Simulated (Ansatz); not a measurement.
## Generalised stacking fault on (110) of a LiCl-LiBr solid solution (56 atoms): support functions against a reference

Wanted: errors and times of a linear-scaling basis for generalised stacking fault on (110) of a LiCl-LiBr solid solution (56 atoms). A setting counts as converged where the r.m.s. difference of forces stays under 1 % of the r.m.s. force.

Method: Kohn-Sham DFT, PBE, PAW (set soft_2), plane waves, in Ansatz 0.2.0.

## (1) The system as given

The cell holds 56 atoms: 28 Li, 10 Br and 18 Cl. Cell: a = 7.448 Å, b = 5.266 Å, c = 26.269 Å, α = 90.0°, β = 89.3°, γ = 90.0°. It derives from LiCl and LiBr. Rock-salt LiCl (a = 5.2663 Å), cell with z along [110], 2 x 1 x 7 periods; the third cell vector is tilted by 0.083 of 1/2[1-10] and lengthened by 0.2 Å, so the cell holds one fault; displaced by a Gaussian of 0.01 Å; 10 of 28 Cl sites given to Br at random (lattice constant by Vegard's rule between LiCl and LiBr).

What the set-up can't give: The cell is under 6 Å thick along one periodic direction, so every atom has periodic images of itself close by, which move with it and show among its neighbours and in g(r). The host structure and its lattice constant were typed by rule, without a check against the phase diagram.

## (2) Plane-wave single point

This run is the reference for what follows, at a cutoff of 420 eV.

File input.yaml:

```yaml
crystal:
  lattice:
    - [7.44767, 0.0, 0.0]
    - [0.0, 5.2663, 0.0]
    - [0.31034, 0.0, 26.26686]
  atoms:
    - { symbol: Li, position: [0.96046, 0.00218, 0.992] }
    - { symbol: Br, position: [0.74691, 0.0014, 0.07085] }
    - { symbol: Li, position: [0.99447, 0.99891, 0.14148] }
    - { symbol: Cl, position: [0.73999, 0.00223, 0.21221] }
    - { symbol: Li, position: [0.9891, 0.00101, 0.28303] }
    - { symbol: Cl, position: [0.73439, 0.00063, 0.35393] }
    - { symbol: Li, position: [0.9809, 0.00064, 0.42515] }
    - { symbol: Cl, position: [0.72934, 0.00185, 0.49638] }
    - { symbol: Li, position: [0.97837, 0.00041, 0.56668] }
    - { symbol: Cl, position: [0.72451, 0.00094, 0.63754] }
    - { symbol: Li, position: [0.9718, 0.00077, 0.70841] }
    - { symbol: Cl, position: [0.7177, 0.99799, 0.77951] }
    - { symbol: Li, position: [0.96389, 0.9998, 0.85007] }
    - { symbol: Cl, position: [0.71145, 0.00101, 0.92026] }
    - { symbol: Li, position: [0.4604, 0.00418, 0.99257] }
    - { symbol: Br, position: [0.24795, 0.00428, 0.07067] }
    - { symbol: Li, position: [0.49293, 0.00107, 0.14098] }
    - { symbol: Cl, position: [0.2395, 0.00244, 0.2126] }
    - { symbol: Li, position: [0.4874, 0.00086, 0.28323] }
    - { symbol: Br, position: [0.23408, 0.99656, 0.35332] }
    - { symbol: Li, position: [0.48097, 0.00205, 0.42486] }
    - { symbol: Cl, position: [0.23093, 0.99816, 0.49573] }
    - { symbol: Li, position: [0.47673, 0.00032, 0.5666] }
    - { symbol: Cl, position: [0.22562, 0.00087, 0.63782] }
    - { symbol: Li, position: [0.47177, 0.99943, 0.70851] }
    - { symbol: Cl, position: [0.21755, 0.99911, 0.77891] }
    - { symbol: Li, position: [0.46039, 0.99848, 0.84995] }
    - { symbol: Cl, position: [0.21138, 0.99613, 0.92143] }
    - { symbol: Li, position: [0.24992, 0.5052, 0.07052] }
    - { symbol: Cl, position: [0.99695, 0.4995, 0.14101] }
    - { symbol: Li, position: [0.24158, 0.5011, 0.2122] }
    - { symbol: Cl, position: [0.98825, 0.50118, 0.28328] }
    - { symbol: Li, position: [0.23392, 0.49792, 0.35374] }
    - { symbol: Br, position: [0.97956, 0.49807, 0.42484] }
    - { symbol: Li, position: [0.23119, 0.49838, 0.49532] }
    - { symbol: Cl, position: [0.97605, 0.49676, 0.56652] }
    - { symbol: Li, position: [0.22673, 0.49957, 0.63784] }
    - { symbol: Cl, position: [0.96906, 0.50368, 0.70815] }
    - { symbol: Li, position: [0.21762, 0.50033, 0.77933] }
    - { symbol: Cl, position: [0.96554, 0.49983, 0.85063] }
    - { symbol: Li, position: [0.21001, 0.50126, 0.92124] }
    - { symbol: Cl, position: [0.9602, 0.50093, 0.99157] }
    - { symbol: Li, position: [0.7482, 0.50282, 0.07082] }
    - { symbol: Br, position: [0.49331, 0.50002, 0.14193] }
    - { symbol: Li, position: [0.74108, 0.49862, 0.21185] }
    - { symbol: Br, position: [0.48839, 0.50284, 0.28276] }
    - { symbol: Li, position: [0.73644, 0.49897, 0.3542] }
    - { symbol: Br, position: [0.48043, 0.50279, 0.42484] }
    - { symbol: Li, position: [0.73007, 0.49823, 0.49621] }
    - { symbol: Cl, position: [0.47517, 0.49874, 0.56729] }
    - { symbol: Li, position: [0.72342, 0.49871, 0.6377] }
    - { symbol: Br, position: [0.4703, 0.49958, 0.70849] }
    - { symbol: Li, position: [0.7174, 0.50001, 0.77954] }
    - { symbol: Br, position: [0.46231, 0.50152, 0.85002] }
    - { symbol: Li, position: [0.71054, 0.49745, 0.92088] }
    - { symbol: Br, position: [0.45781, 0.50399, 0.99235] }
kpoints:
  mp_grid: { grid: [2, 3, 1] }
hamiltonian:
  xc: pbe
scf:
  occupations: { method: fermi_dirac, width: 0.025 }
output:
  forces: true
  stress: true
  populations: true
  dos:
    method: { smearing: { sigma: 0.08 } }
    de: 0.1
    projected: { site_lists: { Br: [Br], Cl: [Cl], Li: [Li] } }
  eigenvalues: true
  write_density: true
  write_potential: true
  volumetric_format: npy
```

Command:

```bash
$ ansatz run input.yaml --threads 4 --pin off --max-ram 8192MiB --backend cpu --events-out ev --progress --plain --runs-dir out
```

The log of the run:

```text
Engine: ansatz 0.2.0, aarch64-unknown-linux-gnu
Pseudopotentials: kind: paw
Pseudopotential: Li, paw, valence charge 3, recommended cutoff 420 eV (normal), Li.paw.azcp
Pseudopotential: Br, paw, valence charge 7, recommended cutoff 420 eV (normal), Br.paw.azcp
Pseudopotential: Cl, paw, valence charge 7, recommended cutoff 420 eV (normal), Cl.paw.azcp
[... 5 lines on functional and potentials left out ...]
Crystal: 56 atoms, lattice volume = 1030.230 Å³
Basis set: ecut = 420 eV, 20197 PW (Γ), exchange–correlation on 100×72×360 points (8 copies of the dense FFT grid, shifted against one another)
Bands: 196, of which v1, the nominal top of the filled ones, is band 140 counted from 1 (139 counted from 0)
Symmetry: 1 space group operations
Space group: P1 (ITA 1), of the structure as read, at distance tolerance 1.0e-4 Å
k-points: 4 of 6 (time reversal used)
[... 7 lines on functional and potentials left out ...]
Initial density: superposition of atomic densities (neutral atoms: chi_scale 0, normalization atom), corrected by the library's trained network
Initial wavefunctions: pseudopotential atomic-orbital guess
Functional: x = pbe(κ = 0.804, μ = 0.219515), c = pbe(β = 0.066725)
SCF iter   1: F=—  HF=-53089.672797 eV  |F-HF|=—  |Δ(HF+E_count)|=         —  Δρ=2.77e-4  dr2=2.50e-3  ethr=1.77e-3  ⟨swp⟩=8.5  Hψ=3725  notcnv=0  defer=124
preconditioner: auto → Resta (q_TF=auto, 2.196 Å⁻¹)  ε∞=2.9  [insulator: Δε(μ)=5.402 eV  Ē_g=12.515 eV  σ=0.025 eV  W_gap=1.00  n_scr=184 (ndim 8)  ℏωp=17.3 eV  f_vac=0.000  D(μ)=0.00/eV (n_scr^D=0)  ε∞_Penn≈2.9]
SCF iter   2: F=—  HF=-53089.668932 eV  |F-HF|=—  |Δ(HF+E_count)|=   3.87e-3  Δρ=2.53e-4  dr2=1.75e-3  ethr=8.94e-7  ⟨swp⟩=3.2  Hψ=1818  notcnv=0  defer=172
SCF iter   3: F=—  HF=-53089.668205 eV  |F-HF|=—  |Δ(HF+E_count)|=   7.27e-4  Δρ=8.56e-5  dr2=3.62e-4  ethr=6.25e-7  ⟨swp⟩=2.0  Hψ=934  notcnv=0  defer=172
SCF iter   4: F=—  HF=-53089.668151 eV  |F-HF|=—  |Δ(HF+E_count)|=   5.36e-5  Δρ=4.62e-5  dr2=5.98e-5  ethr=1.29e-7  ⟨swp⟩=2.2  Hψ=939  notcnv=0  defer=172
SCF iter   5: F=—  HF=-53089.667535 eV  |F-HF|=—  |Δ(HF+E_count)|=   6.16e-4  Δρ=2.61e-5  dr2=1.06e-5  ethr=2.14e-8  ⟨swp⟩=2.0  Hψ=1342  notcnv=0  defer=195
SCF iter   6: F=—  HF=-53089.667533 eV  |F-HF|=—  |Δ(HF+E_count)|=   2.14e-6  Δρ=6.03e-6  dr2=6.73e-7  ethr=3.80e-9  ⟨swp⟩=2.2  Hψ=986  notcnv=0  defer=195
SCF iter   7: F=-53089.667533 eV  HF=-53089.667533 eV  |F-HF|=3.53e-8  |Δ(HF+E_count)|=   1.32e-7  Δρ=2.00e-6  dr2=6.44e-8  ethr=3.57e-11  ⟨swp⟩=27.2  Hψ=8668  notcnv=0
SCF 1 converged in 7 iterations: F = -53089.667533 eV  dr2 = 6.44e-8
  greatest PAW one-centre occupation: 1.000 electrons in one spin orbital (limit 2), on the Li atom at site 28 (counted from 0), in its partial waves of l = 0
SCF converged after 7 iterations
Free energy (F): -53089.667533 eV
Harris-Foulkes:  -53089.667533 eV  (|F-HF|=3.53e-8)
Internal energy: -53089.667533 eV  (E = F + TS)
E sigma→0 (E₀):  -53089.667533 eV
Fermi energy:    4.788463 eV
--- Per-component energies (eV) ---
  E_band       = -2893.549144
  E_kinetic    = 4863.377043
  E_local      = -9113.126043  (includes V_loc(G=0)·N_el)
  E_nonlocal   = 286.989819
  E_hartree    = 2567.813543
  E_xc         = -4896.047379
  E_vxc        = -3648.232744  (∫ρ·V_xc dr)
  E_paw        = -34923.271454  (= ΣΔE_a)
  E_vpaw       = -418.174462  (= ΣTr[D̂ρ^β])
  E_aug_tail   = 0.002039  (compensation charges beyond the density's cutoff)
  E_ewald      = -11875.405102
  E_smearing   = -0.000000  (= −TS)
  E_closure    = 0.000000  (closes the sum)
  Σ components = -53089.667533   (vs F -53089.667533, Δ=0.00e0)
--- Forces (eV/Å), atoms counted from 1 ---
  atom   1  Li     0.06103087    -0.00369655    -0.21581958
  atom   2  Br    -0.06978137    -0.00054762    -0.20698155
  atom   3  Li    -0.00409157     0.00775757     0.21685698
  atom   4  Cl     0.08238726    -0.01456972     0.02138993
  atom   5  Li    -0.14649253    -0.00045295    -0.14178174
  atom   6  Cl     0.02487230     0.00775166    -0.00950870
  atom   7  Li    -0.11907792    -0.01884145     0.11278473
  atom   8  Cl    -0.00409129    -0.02836334     0.02770327
  atom   9  Li    -0.01296752     0.00018418     0.01506242
  atom  10  Cl     0.02706477    -0.01293446    -0.02250676
  atom  11  Li    -0.01279869    -0.00487638    -0.01043148
  atom  12  Cl     0.05823473     0.03282865    -0.00605414
  atom  13  Li    -0.00739280    -0.00194113     0.00458321
  atom  14  Cl     0.04416337     0.01026100     0.10213830
[...]
atom  55  Li     0.26453894     0.00744586     0.04134160
  atom  56  Br     0.22594243    -0.03296232     0.06385734
  max |Σ_I F_I| component: 1.65e-4 eV/Å
--- Stress (GPa, compression-positive) ---
        0.505109      -0.003222      -0.123910
       -0.003222       0.311350       0.000827
       -0.123910       0.000827       0.157997
  P = ⅓ Tr σ = 0.3248 GPa (3.248 kbar)
--- Band table (eV) ---
  k-point 0: bands = ["-42.2010", "-42.1905", "-42.1797", "-42.1491", [... 180 levels ...], "11.0542", "11.2102", "11.2546", "11.2826", "11.2922", "11.3344", "11.3760", "11.3923", "11.4089", "11.4164", "11.4775", "11.5159"]
[...]
--- Löwdin populations: 56 sites ---
  site symbol       q [e]
     0     Li      2.3299
     1     Br      7.5494
     2     Li      2.3397
[...]
55     Br      7.5490
  spilling = 0.006199 (of n_electrons = 280.000000)
```

Run time: 50 s. Hardware: 4 threads of Arm Neoverse V2, shared host; peak memory 3 GiB; 2.7 min of CPU time.

The column dr2 measures how far the density is from self-consistency, as an energy; F and HF (Harris–Foulkes) agree once it is small.

The run gave:

```
free energy                                      : -53089.6675 eV
free energy per atom                             : -948.0298 eV/atom
SCF cycles                                       : 7
pressure                                         : 0.3248 GPa
r.m.s. force component                           : 0.09315 eV/Å
longest force                                    : 0.2952 eV/Å
Fermi energy                                     : 4.788 eV
gap (highest filled to lowest empty level) : 5.44 eV
spilling of the projection                       : 0.006199
```

The r.m.s. force component of 0.093 eV/Å and the pressure of 0.32 GPa set the scale for the differences below.

## (3) Support functions medium

The cell is solved in localised support functions. The level medium gives here a grid of 36×24×120 points and a radius of 3.97 Å.

This step: Kohn-Sham DFT, PBE, PAW (set soft_2), localised support functions (medium) (Ansatz 0.2.0).

input.yaml, the sections that differ from step 2:

```yaml
scf:
  occupations: { method: fermi_dirac, width: 0.025 }
  eigensolver: { kind: { support_functions: { accuracy: medium } } }
  mixing: { beta: 0.2 }
  max_iter: 150
output:
  forces: true
# crystal, kpoints, hamiltonian: as in step 2
```

The log of the run:

```text
Warning: scf.eigensolver.kind.support_functions: disabling space-group detection — the functions' gradient is summed over unrotated k-points, so no spatial operation reduces the k-mesh or symmetrises the density; time reversal is kept, so that k and −k are solved as one point where they differ and the mesh holds both, and exact exchange and, on two spinor components, a DFT+U term hold to it where the run has them: [...]
settings of this run that can trade accuracy for cost: scf.eigensolver.kind.support_functions [...]
[...]
Crystal: 56 atoms, lattice volume = 1030.230 Å³
Basis set: ecut = 420 eV, 20197 PW (Γ), exchange–correlation on 100×72×360 points (8 copies of the dense FFT grid, shifted against one another)
Bands: 168, of which v1, the nominal top of the filled ones, is band 140 counted from 1 (139 counted from 0)
Symmetry: 1 space group operations
k-points: 4 of 6 (time reversal used)
[...]
Eigensolver: Support functions (medium, 36×24×120 points, laid for a spacing of at most 0.228497 Å, radius 3.967915 Å, 3 species' potentials softened for the grid, 3 wholly corrected for its errors in the mean over positions, 3 with the egg-box correction, energy correction by stochastic trace)
[...]
SCF iter   1: F=—  HF=-53086.716027 eV  |F-HF|=—  |Δ(HF+E_count)|=         —  Δρ=2.50e-2  dr2=6.14e0  ethr=1.00e-1
[...]
SCF iter  15: F=—  HF=-53089.675163 eV  |F-HF|=—  |Δ(HF+E_count)|=   2.57e-6  Δρ=1.21e-5  dr2=1.71e-6  ethr=7.37e-10  κ⁻¹=1.5e-6(r=7)
SCF iter  16: F=-53089.675162 eV  HF=-53089.675162 eV  |F-HF|=3.10e-8  |Δ(HF+E_count)|=   8.55e-7  Δρ=3.53e-6  dr2=1.40e-7  ethr=6.10e-10
SCF 1 converged in 16 iterations: F = -53089.681496 eV  dr2 = 1.40e-7
[...]
SCF converged after 16 iterations
Stability not checked: this state was not tested for a lower state beside it, because the mixer in use, unlike msr1, does not test its closes by its own steps (another_mixer; see scf.mixing.algorithm and scf.lower_state_search)
Free energy (F): -53089.681496 eV
[...]
Internal energy: -53089.681496 eV  (E = F + TS)
E sigma→0 (E₀):  -53089.681496 eV
Fermi energy:    4.788565 eV
[...]
Σ components = -53089.681496   (vs F -53089.681496, Δ=0.00e0)
--- Forces (eV/Å), atoms counted from 1 ---
  atom   1  Li     0.06082233    -0.00372539    -0.21596948
  atom   2  Br    -0.06983491    -0.00058462    -0.20679729
  atom   3  Li    -0.00415873     0.00770842     0.21705080
  atom   4  Cl     0.08229661    -0.01460036     0.02147670
[...]
atom  56  Br     0.22575761    -0.03281741     0.06372610
  max |Σ_I F_I| component: 4.35e-4 eV/Å
--- Band table (eV) ---
[...]
guard bands above this table: 24 of the run's 168 bands (output.publish_guard_bands: true publishes all)
[...]
```

Run time: 71 s. Hardware: 4 threads; peak memory 2 GiB; 4.4 min of CPU time.

The program notes that the band table was not solved further than the SCF left it and it switched symmetry off.

Keys that differ from the reference: support_functions.accuracy = "medium", scf.max_iter = 150 and scf.mixing.beta = 0.2.

Forces differ from the reference by 0.1 meV/Å r.m.s., 0.11 % of their size, well within a tolerance of 1 %; the energy by -0.25 meV/atom. It took roughly 1.4 times the reference's time (one timing each, with unlike analyses asked), in 16 cycles against 7.

## (4) Support functions low

The level low is asked for. Here it resolves to the same grid and radius as in the run with support functions medium, so the basis is not new.

This step: Kohn-Sham DFT, PBE, PAW (set soft_2), localised support functions (low) (Ansatz 0.2.0).

input.yaml, the sections that differ from step 3:

```yaml
scf:
  occupations: { method: fermi_dirac, width: 0.025 }
  eigensolver: { kind: { support_functions: { accuracy: low } } }
  mixing: { beta: 0.2 }
  max_iter: 150
# crystal, kpoints, hamiltonian, output: as in step 3
```

The log of the run:

```text
[...]
Crystal: 56 atoms, lattice volume = 1030.230 Å³
Basis set: ecut = 420 eV, 20197 PW (Γ), exchange–correlation on 100×72×360 points (8 copies of the dense FFT grid, shifted against one another)
Bands: 168, of which v1, the nominal top of the filled ones, is band 140 counted from 1 (139 counted from 0)
Symmetry: 1 space group operations
k-points: 4 of 6 (time reversal used)
[...]
Eigensolver: Support functions (low, 36×24×120 points, laid for a spacing of at most 0.228497 Å, radius 3.967915 Å, 3 species' potentials softened for the grid, 3 wholly corrected for its errors in the mean over positions, 3 with the egg-box correction, energy correction by stochastic trace)
[...]
SCF iter   1: F=—  HF=-53086.716027 eV  |F-HF|=—  |Δ(HF+E_count)|=         —  Δρ=2.50e-2  dr2=6.14e0  ethr=1.00e-1
[...]
SCF iter  12: F=—  HF=-53089.674515 eV  |F-HF|=—  |Δ(HF+E_count)|=   4.42e-4  Δρ=7.69e-5  dr2=5.89e-5  ethr=1.03e-7  κ⁻¹=2.9e-7(r=7)
SCF iter  13: F=-53089.674856 eV  HF=-53089.674864 eV  |F-HF|=7.73e-6  |Δ(HF+E_count)|=   3.49e-4  Δρ=2.53e-5  dr2=1.02e-5  ethr=2.10e-8
SCF 1 converged in 13 iterations: F = -53089.681484 eV  dr2 = 1.02e-5
[...]
SCF converged after 13 iterations
[...]
Free energy (F): -53089.681484 eV
[...]
Internal energy: -53089.681484 eV  (E = F + TS)
E sigma→0 (E₀):  -53089.681484 eV
Fermi energy:    4.788900 eV
[...]
Σ components = -53089.681484   (vs F -53089.681484, Δ=0.00e0)
--- Forces (eV/Å), atoms counted from 1 ---
  atom   1  Li     0.06085371    -0.00373303    -0.21588362
  atom   2  Br    -0.06986336    -0.00058291    -0.20686429
  atom   3  Li    -0.00414977     0.00770990     0.21710070
  atom   4  Cl     0.08218278    -0.01457925     0.02135236
[...]
atom  56  Br     0.22583921    -0.03282681     0.06379123
  max |Σ_I F_I| component: 5.43e-4 eV/Å
--- Band table (eV) ---
[...]
```

It took 65 s on 4 threads; peak memory 2 GiB.

Keys that differ from the reference: support_functions.accuracy = "low", scf.max_iter = 150 and scf.mixing.beta = 0.2.

Forces differ from the reference by 0.15 meV/Å r.m.s., 0.16 % of their size, well within a tolerance of 1 %; the energy by -0.25 meV/atom.

## (5) Support functions high

The cell is solved in localised support functions. The level high gives here a grid of 48×30×144 points and a radius of 4.75 Å.

This step: Kohn-Sham DFT, PBE, PAW (set soft_2), localised support functions (high) (Ansatz 0.2.0).

input.yaml, the sections that differ from step 4:

```yaml
scf:
  occupations: { method: fermi_dirac, width: 0.025 }
  eigensolver: { kind: { support_functions: { accuracy: high } } }
  mixing: { beta: 0.2 }
  max_iter: 150
# crystal, kpoints, hamiltonian, output: as in step 4
```

The log of the run:

```text
[...]
Crystal: 56 atoms, lattice volume = 1030.230 Å³
Basis set: ecut = 420 eV, 20197 PW (Γ), exchange–correlation on 120×80×384 points (8 copies of the dense FFT grid, shifted against one another)
Bands: 168, of which v1, the nominal top of the filled ones, is band 140 counted from 1 (139 counted from 0)
Symmetry: 1 space group operations
k-points: 4 of 6 (time reversal used)
[...]
Eigensolver: Support functions (high, 48×30×144 points, laid for a spacing of at most 0.186952 Å, radius 4.748868 Å, 2 species' potentials softened for the grid, 3 wholly corrected for its errors in the mean over positions, 3 with the egg-box correction, energy correction by stochastic trace)
[...]
SCF iter   1: F=—  HF=-53087.312830 eV  |F-HF|=—  |Δ(HF+E_count)|=         —  Δρ=2.51e-2  dr2=6.19e0  ethr=1.00e-1
[...]
SCF iter  18: F=—  HF=-53089.683124 eV  |F-HF|=—  |Δ(HF+E_count)|=   3.48e-5  Δρ=1.05e-6  dr2=2.18e-8  ethr=4.11e-11  κ⁻¹=5.4e-6(r=7)
SCF iter  19: F=-53089.683156 eV  HF=-53089.683156 eV  |F-HF|=1.42e-8  |Δ(HF+E_count)|=   3.14e-5  Δρ=1.60e-6  dr2=3.12e-8  ethr=7.78e-12
SCF 1 converged in 19 iterations: F = -53089.684052 eV  dr2 = 3.12e-8
[...]
SCF converged after 19 iterations
[...]
Free energy (F): -53089.684052 eV
[...]
Internal energy: -53089.684052 eV  (E = F + TS)
E sigma→0 (E₀):  -53089.684052 eV
Fermi energy:    4.788157 eV
[...]
Σ components = -53089.684052   (vs F -53089.684052, Δ=0.00e0)
--- Forces (eV/Å), atoms counted from 1 ---
  atom   1  Li     0.06105371    -0.00374230    -0.21584719
  atom   2  Br    -0.06984264    -0.00053535    -0.20691770
  atom   3  Li    -0.00410346     0.00777810     0.21690288
  atom   4  Cl     0.08235198    -0.01457859     0.02136800
[...]
atom  56  Br     0.22587608    -0.03296666     0.06384582
  max |Σ_I F_I| component: 1.24e-4 eV/Å
--- Band table (eV) ---
[...]
```

Elapsed: 3.8 min, on 4 threads; peak memory 4 GiB.

Keys that differ from the reference: support_functions.accuracy = "high", scf.max_iter = 150 and scf.mixing.beta = 0.2.

Forces differ from the reference by 0.031 meV/Å r.m.s., 0.033 % of their size, well within a tolerance of 1 %; the energy by -0.29 meV/atom. It took roughly 4.6 times the reference's time (one timing each, with unlike analyses asked), in 19 cycles against 7.

(Continued in part 2 of 3.)

[Long decimals in the printed logs are rounded to 6 places.]

[Logs are printed without paths, hosts, clocks, repeated set-up lines and the standing remarks that a program may print on its own settings, such as how far it seeks lower states.]

[Hosts, paths, dates, database ids (printed as entryN), source tags and the programs' standing remarks are cut or masked in the printed files.]
